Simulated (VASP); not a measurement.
Mg₂Ge in VASP 6.6.1, single-point calculation

INCAR

```
NELM = 52
LREAL = .FALSE.
ISMEAR = -1
EDIFF = 1E-6
NBANDS = 16
PREC = Single
LWAVE = .FALSE.
GGA = PE
ISIF = 2
ENCUT = 520
LCHARG = .FALSE.
LASPH = .TRUE.
SIGMA = 0.02
IBRION = -1
NSW = 0
```

KPOINTS

```
KPOINTS created by Atomic Simulation Environment
0
Gamma
8 8 8
0 0 0
```

POSCAR

```
Ge Mg
 1.0000000000000000
     0.0000000000000000    3.1512702252000002    3.1512702252000002
     3.1512702252000002    0.0000000000000000    3.1512702252000002
     3.1512702252000002    3.1512702252000002    0.0000000000000000
 Ge  Mg
   1   2
Cartesian
  0.0000000000000000  0.0000000000000000  0.0000000000000000
  1.5756351126000001  1.5756351126000001  1.5756351126000001
  4.7269053377999999  4.7269053377999999  4.7269053377999999
```

The recommended PBE PAW datasets give the neutral cell 18 valence electrons.

Command

```
mpirun -np 1 vasp_std
```

Question: Predict the outcome of this run.

Answer: It converged. Results: gap between bands v and c on the k mesh 0.11 eV; least direct gap on the k mesh 1.26 eV; pressure 3.0 GPa. Band v is the last that the valence electrons fill when counted band by band, and c is the next.

OSZICAR

```
N       E                     dE             d eps       ncg     rms          rms(c)
DAV:   1     0.890635909185E+02    0.89064E+02   -0.88272E+03   968   0.193E+03
DAV:   2     0.330056020138E+01   -0.85763E+02   -0.82214E+02   976   0.433E+02
DAV:   3    -0.847723848193E+01   -0.11778E+02   -0.11737E+02  1120   0.913E+01
DAV:   4    -0.879814760068E+01   -0.32091E+00   -0.32085E+00  1184   0.153E+01
DAV:   5    -0.880451289152E+01   -0.63653E-02   -0.63652E-02  1144   0.246E+00    0.332E+00
DAV:   6    -0.840967068415E+01    0.39484E+00   -0.43107E-01  1128   0.352E+00    0.175E+00
DAV:   7    -0.832607838190E+01    0.83592E-01   -0.24866E-01  1120   0.308E+00    0.539E-01
DAV:   8    -0.832708856999E+01   -0.10102E-02   -0.19283E-02  1224   0.198E+00    0.128E-01
DAV:   9    -0.832696341280E+01    0.12516E-03   -0.14429E-03  1168   0.629E-01    0.300E-02
DAV:  10    -0.832698028062E+01   -0.16868E-04   -0.85718E-05  1088   0.637E-02    0.108E-02
DAV:  11    -0.832698664335E+01   -0.63627E-05   -0.15600E-05  1048   0.352E-02    0.449E-03
DAV:  12    -0.832698677513E+01   -0.13179E-06   -0.18599E-06  1104   0.142E-02
   1 F= -.83269868E+01 E0= -.83269328E+01  d E =-.107976E-03
```

Standard output (part)

```
POSCAR found type information on POSCAR GeMg
 POSCAR found :  2 types and       3 ions
 LDA part: xc-table for (Slater+PW92), standard interpolation
 POSCAR, INCAR and KPOINTS ok, starting setup
 WAVECAR not read
 entering main loop
```

For comparison, a separate PBE run of the intended cell, on usual settings and not on those above, gives a gap of 0.11 eV on its mesh and a pressure of 3.0 GPa.
